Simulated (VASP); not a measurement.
# Pb (C2/m) in VASP: a series of runs

One crystal, Pb, is run at these levels: LDA; tasks: single point.

Program: VASP 6.6.1. These are calculated values, not measurements. Logs are shortened: lines on timing, memory, paths and dates and some standing lists are left out, and cuts for length are marked.

## Step 1: Starting point

The structure is monoclinic, space group C2/m (No. 12). The conventional cell has a = 6.077 Å, b = 3.501 Å, c = 6.452 Å, α = 90.00°, β = 109.14°, γ = 90.00°. Pb (site symmetry m) has 10 Pb at 3.34 to 3.51 Å as nearest neighbours.

This isn't the form of Pb at room conditions, which is fcc.

## Step 2: Single point, LDA

The input, INCAR:

```
SYSTEM = Pb
ADDGRID = .False. ; ALGO = Normal
EDIFF = 1E-6 ; ENCUT = 520
GGA = CA ; ISIF = 2
ISMEAR = 1 ; LASPH = .True.
LCHARG = .False. ; LREAL = .False.
LWAVE = .False. ; NELM = 100
PREC = Accurate ; SIGMA = 0.2
```

The input, KPOINTS:

```
k-points
0
Gamma
  16 16 8
  0 0 0
```

The input, POSCAR:

```
Pb
1.0
    3.0386068135     -1.7503199600      0.0000000000
    3.0386068135      1.7503199600      0.0000000000
   -2.1154626375      0.0000000000      6.0952248674
Pb
2
Direct
    0.9226740000      0.9042520000      0.7213670000
    0.1042030000      0.0659440000      0.2801110000
```

Potentials or basis: VASP PAW LDA potentials, release 64 (Pb_d).

On the command line:

```bash
$ cat potpaw_LDA.64/Pb_d/POTCAR > POTCAR
$ mpirun -np 1 vasp_std > vasp.out
```

OUTCAR:

```text
SYSTEM = Pb
   EDIFF = 1E-6
   ENCUT = 520
   GGA = CA
   ISIF = 2
   ISMEAR = 1
   LASPH = .True.
   LREAL = .False.
   NELM = 100
   PREC = Accurate

 Found   1028 irreducible k-points:

 Following reciprocal coordinates:
            Coordinates               Weight
  0.000000  0.000000  0.000000      1.000000
  0.062500  0.000000  0.000000      2.000000
 -0.000000 -0.062500  0.000000      2.000000
  0.125000  0.000000  0.000000      2.000000
 -0.000000 -0.125000  0.000000      2.000000
  0.187500  0.000000 -0.000000      2.000000
   k-points           NKPTS =   1028   k-points in BZ     NKDIM =   1028   number of bands    NBANDS=     18
   number of dos      NEDOS =    301   number of ions     NIONS =      2
   total plane-waves  NPLWV =  37632
   dimension x,y,z NGX =    28 NGY =   28 NGZ =   48
   dimension x,y,z NGXF=    56 NGYF=   56 NGZF=   96
   ions per type =               2
   NGX,Y,Z   is equivalent  to a cutoff of  13.27, 13.27, 12.37 a.u.
   NGXF,Y,Z  is equivalent  to a cutoff of  26.55, 26.55, 24.74 a.u.
 SYSTEM =  Pb
   PREC   = accura    normal or accurate (medium, high low for compatibility)
   ISTART =      0    job   : 0-new  1-cont  2-samecut
   ICHARG =      2    charge: 1-file 2-atom 10-const
   ISPIN  =      1    spin polarized calculation?
   LNONCOLLINEAR =      F non collinear calculations
   LSORBIT =      F    spin-orbit coupling
   LASPH  =      T    aspherical Exc in radial PAW
   ENCUT  =  520.0 eV  38.22 Ry    6.18 a.u.   6.52  6.52 12.00*2*pi/ulx,y,z
   NELM   =    100;   NELMIN=  2; NELMDL= -5     # of ELM steps
   EDIFF  = 0.1E-05   stopping-criterion for ELM
   LREAL  =      F    real-space projection
   EDIFFG = 0.1E-04   stopping-criterion for IOM
   NSW    =      0    number of steps for IOM
   IBRION =     -1    ionic relax: 0-MD 1-quasi-New 2-CG
   NFREE  =      0    steps in history (QN), initial steepest desc. (CG)
   ISIF   =      2    stress and relaxation
   ISYM   =      2    0-nonsym 1-usesym 2-fastsym
   POTIM  = 0.5000    time-step for ionic-motion
   TEBEG  =    0.0;   TEEND  =   0.0 temperature during run
   PSTRESS=    0.0 pullay stress
   NELECT =      28.0000    total number of electrons
   NUPDOWN=      -1.0000    fix difference up-down
   EMIN   =  10.00;   EMAX   =-10.00  energy-range for DOS
   EFERMI =   0.00;   METHOD = LEGACY
   ISMEAR =     1;   SIGMA  =   0.20  broadening in eV -4-tet -1-fermi 0-gaus
   EFERMI_NEDOS =   21; number of points for ismear=-14 and -15
   IALGO  =     38    algorithm
   IMIX   =      4    mixing-type and parameters
     AMIX     =   0.40;   BMIX     =  1.00
     AMIX_MAG =   1.60;   BMIX_MAG =  1.00
  volume/ion in A,a.u.               =      32.42       218.77
  Fermi-wavevector in a.u.,A,eV,Ry     =   1.237438  2.338420 20.833975  1.531254
  Thomas-Fermi vector in A             =   2.372006
   LORBIT       =      0    0 simple, 1 ext, 2 COOP (PROOUT), +10 PAW based schemes
   GGA     = CA    functional components
   LHFCALC =     F    Hartree Fock is set to
   AEXX    =    0.0000 exact exchange contribution
   IVDW    =     0    specifies the selected vdW correction
   LEPSILON=     F    determine dielectric tensor
   LRPA    =     F    only Hartree local field effects (RPA)
 non-spin polarized calculation
 Methfessel and Paxton  Order N= 1 SIGMA  =   0.20
  energy-cutoff  :      520.00
  volume of cell :       64.84
 maximum number of plane-waves:      1781
 NGX is ok and might be reduce to    28
   NGX = 13   NGY = 13   NGZ = 23

 number of electron      28.0000003 magnetization

 Free energy of the ion-electron system (eV)
  ---------------------------------------------------
  ext. energy  EPLUGINS =         0.00000000
  ---------------------------------------------------
  free energy    TOTEN  =        -8.32374999 eV

  energy without entropy =       -8.32376597  energy(sigma->0) =       -8.32375532

 E-fermi :   6.2935     XC(G=0): -10.0827

 val. band max:        6.2919188238   @ k =   0.5000   0.1250  -0.3750
 cond. band min:       6.2942238915   @ k =   0.5000   0.2500   0.2500
 fundamental gap:      0.0023050677
 Fermi energy:         6.2934810012

 k-point     1 :       0.0000    0.0000    0.0000
  band No.  band energies     occupation
      1     -10.8042      2.00000
      2     -10.7240      2.00000
      3     -10.7231      2.00000
      4     -10.7228      2.00000
      5     -10.7207      2.00000
      6     -10.7116      2.00000
      7     -10.5876      2.00000
      8     -10.5676      2.00000
      9     -10.5117      2.00000
     10     -10.5004      2.00000
     11      -5.3135      2.00000
     12      -2.1442      2.00000
     13       2.3156      2.00000
     14      12.3950      0.00000
     15      12.4537      0.00000
     16      12.5516      0.00000
     17      12.7785      0.00000
     18      12.8792      0.00000

 k-point     2 :       0.0625    0.0000    0.0000
  band No.  band energies     occupation
      1     -10.8011      2.00000
      2     -10.7343      2.00000
      3     -10.7231      2.00000
      4     -10.7155      2.00000
      5     -10.7130      2.00000
      6     -10.6959      2.00000
      7     -10.5911      2.00000
      8     -10.5711      2.00000
      9     -10.5132      2.00000
     10     -10.5015      2.00000
     11      -5.2456      2.00000
     12      -2.0964      2.00000
     13       2.3992      2.00000
     14      11.3819      0.00000
     15      12.1084      0.00000
     16      12.2228      0.00000
     17      12.7264      0.00000
     18      12.8634      0.00000

 k-point     3 :      -0.0000   -0.0625    0.0000
  band No.  band energies     occupation
      1     -10.8009      2.00000
      2     -10.7341      2.00000
      3     -10.7232      2.00000
      4     -10.7158      2.00000
      5     -10.7130      2.00000
      6     -10.6963      2.00000
      7     -10.5888      2.00000
      8     -10.5734      2.00000
      9     -10.5141      2.00000
     10     -10.5000      2.00000
     11      -5.2458      2.00000
     12      -2.0960      2.00000
     13       2.3985      2.00000
     14      11.4001      0.00000
     15      12.0786      0.00000
     16      12.2261      0.00000
     17      12.7184      0.00000
     18      12.8832      0.00000

 k-point     4 :       0.1250    0.0000    0.0000
  band No.  band energies     occupation
      1     -10.7931      2.00000
      2     -10.7490      2.00000
      3     -10.7297      2.00000
      4     -10.6949      2.00000
      5     -10.6879      2.00000
      6     -10.6669      2.00000
      7     -10.6007      2.00000
      8     -10.5769      2.00000
      9     -10.5191      2.00000
     10     -10.5017      2.00000
     11      -5.0423      2.00000
     12      -1.9531      2.00000
     13       2.6452      2.00000
     14       9.7229     -0.00000
     15      11.0258      0.00000
     16      11.5001      0.00000
     17      12.5819      0.00000
     18      12.7640      0.00000

 k-point     5 :      -0.0000   -0.1250    0.0000
  band No.  band energies     occupation
      1     -10.7918      2.00000
      2     -10.7502      2.00000
      3     -10.7294      2.00000
      4     -10.6961      2.00000
      5     -10.6876      2.00000
      6     -10.6685      2.00000
      7     -10.5929      2.00000
      8     -10.5845      2.00000
      9     -10.5200      2.00000
     10     -10.4990      2.00000
     11      -5.0430      2.00000
     12      -1.9511      2.00000
     13       2.6423      2.00000
     14       9.7317     -0.00000
     15      11.0312      0.00000
     16      11.4861      0.00000
     17      12.6101      0.00000
     18      12.7423      0.00000

 k-point     6 :       0.1875    0.0000   -0.0000
  band No.  band energies     occupation
      1     -10.7878      2.00000
      2     -10.7611      2.00000
      3     -10.7409      2.00000
      4     -10.6708      2.00000
      5     -10.6566      2.00000
      6     -10.6490      2.00000
      7     -10.5936      2.00000
      8     -10.5742      2.00000
      9     -10.5267      2.00000
     10     -10.4999      2.00000
     11      -4.7049      2.00000
     12      -1.7152      2.00000
     13       3.0381      2.00000
     14       7.9933     -0.00000
     15       9.6304     -0.00000
     16      10.8565      0.00000
     17      12.1165      0.00000
     18      12.7088      0.00000

 [... further k-points ...]

------------------------ aborting loop because EDIFF is reached ----------------------------------------

  FORCE on cell =-STRESS in cart. coord.  units (eV):
  Direction    XX          YY          ZZ          XY          YZ          ZX
  --------------------------------------------------------------------------------------
  -------------------------------------------------------------------------------------
  Total       -1.1369951     -1.1722883     -0.8873927     -0.0193691     -0.0327732     -0.0733370
  in kB      -28.0968405    -28.9689885    -21.9287942     -0.4786396     -0.8098740     -1.8122666
  external PRESSURE =     -26.3315411 kB  Pullay stress =       0.0000000 kB

 VOLUME and BASIS-vectors are now :
 -----------------------------------------------------------------------------
  energy-cutoff  :      520.00
  volume of cell :       64.84
      direct lattice vectors                 reciprocal lattice vectors
     3.038606813 -1.750319960  0.000000000     0.164549095 -0.285662057  0.057109864
     3.038606813  1.750319960  0.000000000     0.164549095  0.285662057  0.057109864
    -2.115462637  0.000000000  6.095224867     0.000000000  0.000000000  0.164062856

 POSITION                                       TOTAL-FORCE (eV/Angst)
 -----------------------------------------------------------------------------------
      4.02528     -0.03224      4.39689        -0.015905     -0.010326      0.090815
     -0.07555     -0.06697      1.70734         0.015905      0.010326     -0.090815
 -----------------------------------------------------------------------------------
    total drift:                                0.000010     -0.000002      0.000016

  FREE ENERGIE OF THE ION-ELECTRON SYSTEM (eV)
  ---------------------------------------------------
  free  energy   TOTEN  =        -8.3237499904 eV

  energy  without entropy=       -8.3237659661  energy(sigma->0) =       -8.32375532
```

Wall time 4.9 min (1 thread of Intel Xeon 6975P-C (Granite Rapids), shared host); peak memory 0.96 GiB.

The run converged, but some of its settings lie outside the range that counts as converged, so its numbers aren't taken as properties of the crystal.

What came out:

| Item | Value |
| --- | --- |
| Free energy | -8.3237 eV |
| Pressure | -2.6 GPa |
| Largest force | 0.093 eV/Å |
| Band gap on the k mesh | none (metal or under the smearing width) |

## Step 3: Single point, LDA

Changes to INCAR since step 2:

```diff
@@ -7,2 +7,2 @@
 LWAVE = .False. ; NELM = 100
-PREC = Accurate ; SIGMA = 0.2
+PREC = Accurate ; SIGMA = 0.1
```

KPOINTS is that of step 2.

The input, POSCAR:

```
Pb
1.0
    3.0386068135     -1.7503199600      0.0000000000
    3.0386068135      1.7503199600      0.0000000000
   -2.1154626375      0.0000000000      6.0952248674
Pb
2
Direct
    0.9085084100      0.9085084100      0.7262922000
    0.0914915900      0.0914915900      0.2737078000
```

Potentials or basis: VASP PAW LDA potentials, release 64 (Pb_d).

On the command line:

```bash
$ cat potpaw_LDA.64/Pb_d/POTCAR > POTCAR
$ mpirun -np 1 vasp_std > vasp.out
```

Wall time 2.5 min (1 thread of Intel Xeon 6975P-C (Granite Rapids), shared host); peak memory 0.58 GiB.

These settings aren't checked as converged: the numbers below hold their error.

What came out:

```
Free energy            : -8.3252 eV
Pressure               : -3.0 GPa
Largest force          : 0.065 eV/Å
Band gap on the k mesh : none (metal or under the smearing width)
```

## Step 4: For comparison

An earlier run on the cell as given: functional PBE; potentials or basis VASP PAW PBE potentials, release 64 (Pb_d); cutoff 520 eV; k mesh 9 × 9 × 5; occupations fermi-dirac, width 0.05 eV; no spin polarisation.

- Pressure: 0.7 GPa
- Largest force: 0.079 eV/Å
- Band gap on the k mesh: none (metal or under the smearing width)
